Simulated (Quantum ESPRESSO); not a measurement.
# Al (P6/mmm) in Quantum ESPRESSO: further runs, part 3 of 4

Quantum ESPRESSO 7.5. The steps go on from the part before.

## (5) Energy-loss spectrum, PBE

pw.in reads:

```
&CONTROL
  calculation = 'scf'
  prefix = 'pwscf'
  outdir = './tmp'
  pseudo_dir = './pseudo'
  tprnfor = .true.
  tstress = .true.
  disk_io = 'low'
  verbosity = 'high'
/
&SYSTEM
  ibrav = 0
  celldm(1) = 8
  nat = 2
  ntyp = 1
  ecutwfc = 40
  nbnd = 8
  occupations = 'smearing'
  smearing = 'gaussian'
  degauss = 0.01469973
/
&ELECTRONS
  conv_thr = 4d-10
  electron_maxstep = 120
  mixing_beta = 0.5
/
ATOMIC_SPECIES
Al    26.9815 Al.upf
CELL_PARAMETERS alat
  1.0740093078275   0.0000000000000   0.0000000000000
 -0.5370058349926   0.9301184742255   0.0000000000000
  0.0000000000000   0.0000000000000   0.6505216832988
ATOMIC_POSITIONS crystal
Al     0.3333300000    0.6666700000    0.5000000000
Al     0.6666700000    0.3333300000    0.5000000000
K_POINTS automatic
7 7 10 0 0 0
```

scf2.in reads:

```
&CONTROL
  calculation = 'scf'
  prefix = 'pwscf'
  outdir = './tmp'
  pseudo_dir = './pseudo'
  tprnfor = .true.
  tstress = .true.
  disk_io = 'low'
  verbosity = 'high'
/
&SYSTEM
  ibrav = 0
  celldm(1) = 8
  nat = 2
  ntyp = 1
  ecutwfc = 40
  nbnd = 8
  occupations = 'smearing'
  smearing = 'gaussian'
  degauss = 0.01469973
/
&ELECTRONS
  conv_thr = 1d-11
  electron_maxstep = 120
  mixing_beta = 0.5
  startingpot = 'file'
  startingwfc = 'file'
/
ATOMIC_SPECIES
Al    26.9815 Al.upf
CELL_PARAMETERS alat
  1.0740093078275   0.0000000000000   0.0000000000000
 -0.5370058349926   0.9301184742255   0.0000000000000
  0.0000000000000   0.0000000000000   0.6505216832988
ATOMIC_POSITIONS crystal
Al     0.3333300000    0.6666700000    0.5000000000
Al     0.6666700000    0.3333300000    0.5000000000
K_POINTS automatic
7 7 10 0 0 0
```

eels.in reads:

```
&LR_INPUT
  prefix = 'pwscf'
  outdir = './tmp'
  restart_step = 5000
  restart = .false.
/
&LR_CONTROL
  calculator = 'lanczos'
  approximation = 'RPA_with_CLFE'
  q1 = 0.1429280631
  q2 = 0.1429280631
  q3 = 0
  itermax = 400
/
```

spectrum.in reads:

```
&LR_INPUT
  prefix = 'pwscf'
  outdir = './tmp'
  eels = .true.
  itermax0 = 400
  itermax = 20000
  extrapolation = 'osc'
  epsil = 0.05
  units = 1
  start = 0
  end = 40
  increment = 0.2
/
```

spectrum_short.in reads:

```
&LR_INPUT
  prefix = 'pwscf'
  outdir = './tmp'
  eels = .true.
  itermax0 = 266
  itermax = 20000
  extrapolation = 'osc'
  epsil = 0.05
  units = 1
  start = 0
  end = 40
  increment = 0.2
/
```

Potentials or basis: PseudoDojo 0.5 SR PBE stringent.

Command:

```console
OMP_NUM_THREADS=1 pw.x -in pw.in > pw.out
OMP_NUM_THREADS=1 pw.x -in scf2.in > scf2.out
OMP_NUM_THREADS=1 turbo_eels.x -in eels.in > eels.out
OMP_NUM_THREADS=1 turbo_spectrum.x -in spectrum.in > spectrum.out
OMP_NUM_THREADS=1 turbo_spectrum.x -in spectrum_short.in > spectrum_short.out
```

pw.out:

```text
This program is part of the open-source Quantum ESPRESSO suite
     for quantum simulation of materials; please cite
[... 9 lines left out ...]
     --------------------
     sticks:   dense  smooth     PW     G-vecs:    dense   smooth      PW
     Sum         817     817    253                11361    11361    2111

     Using Slab Decomposition

     bravais-lattice index     =            0
     lattice parameter (alat)  =       8.0000  a.u.
     unit-cell volume          =     332.7193 (a.u.)^3
     number of atoms/cell      =            2
     number of atomic types    =            1
     number of electrons       =         6.00
     number of Kohn-Sham states=            8
     kinetic-energy cutoff     =      40.0000  Ry
     charge density cutoff     =     160.0000  Ry
     scf convergence threshold =      4.0E-10
     mixing beta               =       0.5000
     number of iterations used =            8  plain     mixing
     Exchange-correlation= PBE
                           (   1   4   3   4   0   0   0)

     celldm(1)=   8.000000  celldm(2)=   0.000000  celldm(3)=   0.000000
     celldm(4)=   0.000000  celldm(5)=   0.000000  celldm(6)=   0.000000

     crystal axes: (cart. coord. in units of alat)
               a(1) = (   1.074009   0.000000   0.000000 )
               a(2) = (  -0.537006   0.930118   0.000000 )
               a(3) = (   0.000000   0.000000   0.650522 )

     reciprocal axes: (cart. coord. in units 2 pi/alat)
               b(1) = (  0.931091  0.537567 -0.000000 )
               b(2) = (  0.000000  1.075132  0.000000 )
               b(3) = (  0.000000 -0.000000  1.537228 )

     PseudoPot. # 1 for Al read from file:
     Al.upf
     Pseudo is Norm-conserving + core correction, Zval =  3.0
     Generated using ONCVPSP code by D. R. Hamann
     Using radial grid of 1876 points,  6 beta functions with:
                l(1) =   0
                l(2) =   0
                l(3) =   1
                l(4) =   1
                l(5) =   2
                l(6) =   2

     atomic species   valence    mass     pseudopotential
     Al                3.00    26.98150     Al( 1.00)

      4 Sym. Ops., with inversion, found

                                    s                        frac. trans.

      isym =  1     identity

 cryst.   s( 1) = (     1          0          0      )
                  (     0          1          0      )
                  (     0          0          1      )

 cart.    s( 1) = (  1.0000000 -0.0000000  0.0000000 )
                  (  0.0000000  1.0000000  0.0000000 )
                  (  0.0000000  0.0000000  1.0000000 )

      isym =  2     180 deg rotation - cart. axis [0,0,1]

 cryst.   s( 2) = (    -1          0          0      )
[... 42 lines left out ...]
        k(    2) = (   0.0000000   0.0000000   0.1537228), wk =   0.0081633
        k(    3) = (   0.0000000   0.0000000   0.3074456), wk =   0.0081633
        k(    4) = (   0.0000000   0.0000000   0.4611683), wk =   0.0081633
        k(    5) = (   0.0000000   0.0000000   0.6148911), wk =   0.0081633
        k(    6) = (   0.0000000   0.0000000  -0.7686139), wk =   0.0040816
[... 142 lines left out ...]
        k(  149) = (   0.3990388   0.0767956   0.6148911), wk =   0.0163265
        k(  150) = (   0.3990388   0.0767956  -0.7686139), wk =   0.0081633

                       cryst. coord.
        k(    1) = (   0.0000000   0.0000000   0.0000000), wk =   0.0040816
        k(    2) = (   0.0000000   0.0000000   0.1000000), wk =   0.0081633
        k(    3) = (   0.0000000   0.0000000   0.2000000), wk =   0.0081633
        k(    4) = (   0.0000000   0.0000000   0.3000000), wk =   0.0081633
        k(    5) = (   0.0000000   0.0000000   0.4000000), wk =   0.0081633
        k(    6) = (   0.0000000   0.0000000  -0.5000000), wk =   0.0040816
[... 142 lines left out ...]
        k(  149) = (   0.4285714  -0.1428571   0.4000000), wk =   0.0163265
        k(  150) = (   0.4285714  -0.1428571  -0.5000000), wk =   0.0081633

     Dense  grid:    11361 G-vectors     FFT dimensions: (  36,  36,  24)

     Initial potential from superposition of free atoms

     starting charge       5.9951, renormalised to       6.0000
     Starting wfcs are    8 randomized atomic wfcs

     Self-consistent Calculation

     iteration #  1     ecut=    40.00 Ry     beta= 0.50
     Davidson diagonalization with overlap

---- Real-time Memory Report at c_bands before calling an iterative solver
            51 MiB given to the printing process from OS
            34 MiB allocation reported by mallinfo(arena+hblkhd)
------------------
     ethr =  1.00E-02,  avg # of iterations =  6.4

     Threshold (ethr) on eigenvalues was too large:
     Diagonalizing with lowered threshold

     Davidson diagonalization with overlap

---- Real-time Memory Report at c_bands before calling an iterative solver
            52 MiB given to the printing process from OS
            34 MiB allocation reported by mallinfo(arena+hblkhd)
------------------
     ethr =  2.38E-04,  avg # of iterations =  4.6
[... 82 lines left out ...]
---- Real-time Memory Report at c_bands before calling an iterative solver
            58 MiB given to the printing process from OS
            40 MiB allocation reported by mallinfo(arena+hblkhd)
------------------
     ethr =  1.69E-11,  avg # of iterations =  2.3

     End of self-consistent calculation

          k = 0.0000 0.0000 0.0000 (  1409 PWs)   bands (ev):

    -4.8800   3.0437   3.0440   3.3522   6.1179   6.1181   9.3864  13.1787

     occupation numbers
     1.0000   1.0000   1.0000   0.9999   0.0000   0.0000   0.0000   0.0000
[... 1041 lines left out ...]
     occupation numbers
     1.0000   1.0000   1.0000   0.8938   0.0000   0.0000   0.0000   0.0000

     the Fermi energy is     3.8963 ev

!    total energy              =      -9.19827689 Ry
     estimated scf accuracy    <          3.8E-11 Ry
     smearing contrib. (-TS)   =      -0.00094010 Ry
     internal energy E=F+TS    =      -9.19733679 Ry

     The total energy is F=E-TS. E is the sum of the following terms:
     one-electron contribution =       3.30867152 Ry
     hartree contribution      =       0.44038970 Ry
     xc contribution           =      -4.12987484 Ry
     ewald contribution        =      -8.81652318 Ry

     convergence has been achieved in   8 iterations

     Forces acting on atoms (cartesian axes, Ry/au):

     atom    1 type  1   force =     0.00001068   -0.00000628    0.00000000
     atom    2 type  1   force =    -0.00001068    0.00000628    0.00000000
     The non-local contrib.  to forces
     atom    1 type  1   force =     0.00001704   -0.00000973    0.00000000
     atom    2 type  1   force =    -0.00001704    0.00000973    0.00000000
     The ionic contribution  to forces
     atom    1 type  1   force =     0.00003469   -0.00002037    0.00000000
     atom    2 type  1   force =    -0.00003469    0.00002037    0.00000000
     The local contribution  to forces
     atom    1 type  1   force =    -0.00003979    0.00002299    0.00000000
     atom    2 type  1   force =     0.00003979   -0.00002299    0.00000000
     The core correction contribution to forces
     atom    1 type  1   force =    -0.00000136    0.00000078   -0.00000000
     atom    2 type  1   force =     0.00000136   -0.00000078   -0.00000000
     The Hubbard contrib.    to forces
     atom    1 type  1   force =     0.00000000    0.00000000    0.00000000
     atom    2 type  1   force =     0.00000000    0.00000000    0.00000000
     The SCF correction term to forces
     atom    1 type  1   force =     0.00000011    0.00000005    0.00000000
     atom    2 type  1   force =    -0.00000011   -0.00000005    0.00000000

     Total force =     0.000018     Total SCF correction =     0.000000

     Computing stress (Cartesian axis) and pressure

          total   stress  (Ry/bohr**3)                   (kbar)     P=       -1.49
   0.00000720   0.00000007   0.00000000            1.06        0.01        0.00
   0.00000007   0.00000728   0.00000000            0.01        1.07        0.00
   0.00000000   0.00000000  -0.00004491            0.00        0.00       -6.61

     kinetic stress (kbar)    920.26      0.00      0.00
                                0.00    920.26      0.00
                                0.00      0.00    894.34

     local   stress (kbar)     38.48     -0.08      0.00
                               -0.08     38.39     -0.00
                                0.00     -0.00   -536.07

     nonloc. stress (kbar)    984.41      0.01      0.00
                                0.01    984.42      0.00
                                0.00      0.00    946.86

     hartree stress (kbar)      9.31      0.01      0.00
                                0.01      9.32     -0.00
                                0.00     -0.00    176.08

     exc-cor stress (kbar)     21.74      0.00     -0.00
                                0.00     21.74      0.00
                               -0.00      0.00     24.49

     corecor stress (kbar)   -521.54     -0.00      0.00
                               -0.00   -521.54     -0.00
                                0.00     -0.00   -517.39

     ewald   stress (kbar)  -1451.60      0.07      0.00
                                0.07  -1451.52      0.00
                                0.00      0.00   -994.92

     hubbard stress (kbar)      0.00      0.00      0.00
                                0.00      0.00      0.00
                                0.00      0.00      0.00

     DFT-D   stress (kbar)      0.00      0.00      0.00
                                0.00      0.00      0.00
                                0.00      0.00      0.00

     XDM     stress (kbar)      0.00      0.00      0.00
                                0.00      0.00      0.00
                                0.00      0.00      0.00

     dft-nl  stress (kbar)      0.00      0.00      0.00
                                0.00      0.00      0.00
                                0.00      0.00      0.00

     TS-vdW  stress (kbar)      0.00      0.00      0.00
                                0.00      0.00      0.00
                                0.00      0.00      0.00

     MDB     stress (kbar)      0.00      0.00      0.00
                                0.00      0.00      0.00
                                0.00      0.00      0.00

     3D-RISM stress (kbar)      0.00      0.00      0.00
                                0.00      0.00      0.00
                                0.00      0.00      0.00

=------------------------------------------------------------------------------=
   JOB DONE.
=------------------------------------------------------------------------------=
```

It took 10 min on 1 thread of Arm Neoverse V1, shared host; peak memory 0.59 GiB.

Results:

```yaml
Free_energy: -125.1489 eV
Pressure: -0.1 GPa
Band_gap_on_the_k_mesh: none (metal or under the smearing width)
Peak_of_the_energy-loss_function: 13.2 eV
```

Levels at points of the mesh, in eV from the Fermi level:
```csv
k point,band 1,band 2,band 3,band 4,band 5,band 6,band 7,band 8
"(0.00, 0.00, 0.00)",-8.78,-0.85,-0.85,-0.54,2.22,2.22,5.49,9.28
"(0.00, 0.00, -0.50)",-4.46,-3.54,2.36,2.36,2.68,5.67,5.67,6.13
```

Energy-loss function at q = [0.21213, 0.21213, 0.0] (Å⁻¹, cartesian):
```tsv
energy (eV)	loss
0.0	0.000
1.8	0.032
3.4	0.077
5.2	0.150
7.0	0.279
8.6	0.466
10.4	1.157
12.2	2.622
13.8	2.869
15.6	1.241
17.4	0.546
19.0	0.282
20.8	0.160
22.4	0.099
24.2	0.064
26.0	0.049
27.6	0.043
29.4	0.036
31.2	0.027
32.8	0.021
34.6	0.019
36.4	0.018
38.0	0.016
39.8	0.012
```

(Continued in part 4 of 4.)
